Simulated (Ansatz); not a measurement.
**TiAl₃: what a set of calculations says**

Plane-wave DFT in Ansatz with scalar-relativistic PAW potentials. The crystal relaxes under PBE to I4/mmm with a = 3.845 Å, c = 8.623 Å, 15.94 Å³/atom. No spin polarisation.

Space group I4/mmm (No. 139). a = 3.845 Å, b = 3.845 Å, c = 8.623 Å, α = 90.00°, β = 90.00°, γ = 90.00°
```
atom site symmetry x y z
  Ti    2a     4/mmm  0.0000  0.0000  0.0000
  Al    2b     4/mmm  0.5000  0.5000  0.0000
  Al    4d      -4m2  0.0000  0.5000  0.2500
```

Each line comes from a run of its own, at the level named and at that level's relaxed cell.

- Compression. r2SCAN: B0 = 115 GPa, B' = 4.0.
- Surfaces. r2SCAN: (100) TiAl3 1.97 J/m², work function 4.39 eV.
- Under pressure. r2SCAN: at 90 GPa the volume is 68.6 % of its rest value, relaxed within the start's symmetry (group found there: I4/mmm).

All values are for 0 K without zero-point motion.